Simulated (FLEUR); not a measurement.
Crystal: InAs.

```xyz
2
Lattice="0.0000 3.0180 3.0180 3.0180 0.0000 3.0180 3.0180 3.0180 0.0000" Properties=species:S:1:pos:R:3 pbc="T T T"
In    0.0000    0.0000    0.0000
As    4.5270    4.5270    4.5270
```

| Quantity | Value |
| --- | --- |
| Program | FLEUR MaX-R8.1 (later development tree) |
| Task | single point |
| Functional | PBE |
| Potentials or basis | all-electron |
| Basis | FLAPW |
| Kmax | 3.86 1/bohr |
| k mesh | 8 × 8 × 8 |
| Occupations | fermi-dirac, width 0.05 eV |
| Spin | no spin polarisation |
| Gmax | 12 1/bohr |
| Muffin-tin radii | In 2.28, As 2.15 bohr |
| lmax | In 9, As 9 |
| Local orbitals a species | In 5, As 6 |
| Max iterations | 60 |
| Mixing factor | 0.05 |
| Mixer | Anderson |
| Mixer history | 15 |
| Density convergence | 1e-05 me/bohr^3 |

On this cell: largest force zero by symmetry; band gap on the k mesh none (metal or under the smearing width).

The same run follows on a disturbed copy (atoms moved at random, drawn with an rms of 0.05 Å):

```
In As
1.0
     0.00000    3.01800    3.01800
     3.01800    0.00000    3.01800
     3.01800    3.01800    0.00000
In As
1 1
Direct
  0.00643 0.99527 0.99591
  0.75925 0.74706 0.74719
```

Problem. What changes?

Solution. The energy (extrapolated to zero smearing) moves by +0.9 meV/atom; largest force 0.172 eV/Å; band gap on the k mesh none (metal or under the smearing width).

Forces in eV/Å, atoms in the order of the input:
```
In   0.078  0.102  0.114
As  -0.078 -0.102 -0.114
```

Caveats: this crystal is a semiconductor, whose small gap the functional closes, so the metal is an error of the method (some runs).
